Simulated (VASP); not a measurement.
Crystal: SnSe.

```
Sn Se
1.0
     0.00000    3.01000    3.01000
     3.01000    0.00000    3.01000
     3.01000    3.01000    0.00000
Sn Se
1 1
Direct
  0.00000 0.00000 0.00000
  0.50000 0.50000 0.50000
```

Measurements of this composition are mostly on another form, of space group No. 62.

| Item | Value |
| --- | --- |
| Program | VASP 6.6.1 |
| Task | relaxation of cell and atoms |
| Functional | BLYP |
| Dispersion | D4 |
| Potentials or basis | VASP PAW PBE potentials, release 64 (Sn_d, Se) |
| Cutoff | 600 eV |
| k mesh | 8 × 8 × 8 |
| Occupations | fermi-dirac, width 0.05 eV |
| Spin | no spin polarisation |

At the start: pressure 0.9 GPa; volume 27.27 Å³/atom.

Problem. How do energy, volume and symmetry change on relaxing?

Solution. Over 8 steps the energy falls by 40.4 meV/atom and the volume is 29.69 Å³/atom (+8.9 %); space group Fm-3m (No. 225, to 0.05 Å).

Step by step:
```csv
step,energy change (eV),largest force (eV/Å),pressure (GPa),volume (Å³)
1,0.0000,0.0000,0.85,54.54
2,-0.0049,0.0000,0.74,55.69
3,-0.0806,0.0000,0.58,59.25
4,0.0131,0.0000,-2.49,66.81
5,-0.0675,0.0000,-3.25,60.51
6,-0.0808,0.0000,-0.25,59.44
7,-0.0754,0.0000,2.98,58.78
8,-0.0808,0.0000,-0.02,59.38
```

Final structure:
```cif
data_structure
_symmetry_space_group_name_H-M 'P 1'
_symmetry_Int_Tables_number 1
_cell_length_a 4.3791
_cell_length_b 4.3791
_cell_length_c 4.3791
_cell_angle_alpha 60.000
_cell_angle_beta 60.000
_cell_angle_gamma 60.000
_cell_volume 59.38
loop_
_atom_site_label
_atom_site_type_symbol
_atom_site_fract_x
_atom_site_fract_y
_atom_site_fract_z
_atom_site_occupancy
Sn1 Sn 0.00000 0.00000 0.00000 1
Se1 Se 0.50000 0.50000 0.50000 1
```

Caveat: the PAW data sets were made with another functional, which shifts forces and pressure a little.
